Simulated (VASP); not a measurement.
Write the native input for VASP 6.6.1 that does the following.

```
Task                   : relaxation of cell and atoms
Functional             : r2SCAN
Potentials or basis    : VASP PAW PBE potentials, release 64 (Os)
Cutoff                 : 600 eV
k mesh                 : 20 × 20 × 20
Occupations            : gaussian, width 0.1 eV
Spin                   : no spin polarisation
Further INCAR settings : ALGO = Normal; EDIFF = 1e-07; IBRION = 2; EDIFFG = -0.005; NSW = 90; ISIF = 3
```

The structure of Os lies in POSCAR:

```
Os
1.0
   -1.5182944900      1.5182944900      1.5182944900
    1.5182944900     -1.5182944900      1.5182944900
    1.5182944900      1.5182944900     -1.5182944900
Os
1
Direct
    0.0000000000      0.0000000000      0.0000000000
```

This isn't the form of Os at room conditions, which is hcp.

The input as run:

INCAR

```
SYSTEM = Os
PREC = Accurate ; ENCUT = 600
EDIFF = 1E-7 ; ISMEAR = 0
SIGMA = 0.1 ; LREAL = .False.
LASPH = .True. ; NELM = 60
ALGO = Normal ; ISIF = 3
LWAVE = .False. ; LCHARG = .False.
METAGGA = R2SCAN ; LMIXTAU = .True.
IBRION = 2 ; NSW = 90
EDIFFG = -0.005
```

KPOINTS

```
Automatic mesh
0
Gamma
  20 20 20
  0 0 0
```

Potentials or basis: VASP PAW PBE potentials, release 64 (Os).

Launch:

```sh
$ cat potpaw_PBE.64/Os/POTCAR > POTCAR
$ mpirun -np 1 vasp_std > vasp.out
```

It gave:

```yaml
Relaxed_volume: 14.53 Å³/atom
Relaxed_cell: a = 2.662 Å, b = 2.662 Å, c = 2.662 Å, α = 109.47°, β = 109.47°, γ = 109.47°
Space_group_after_relaxing_to_0.05_Å: Im-3m (No. 229)
Energy_gained_by_relaxing: 24.5 meV/atom
Ionic_steps: 15
Pressure_after_relaxing: 0.0 GPa
Band_gap_on_the_k_mesh: none (metal or under the smearing width)
```

Caveat: the PAW data sets were made with another functional, which shifts forces and pressure a little.

Wall time 4.9 min on 1 thread of Intel(R) Xeon(R) 6975P-C (Granite Rapids), with other jobs on the host, peak memory 0.2 GiB.
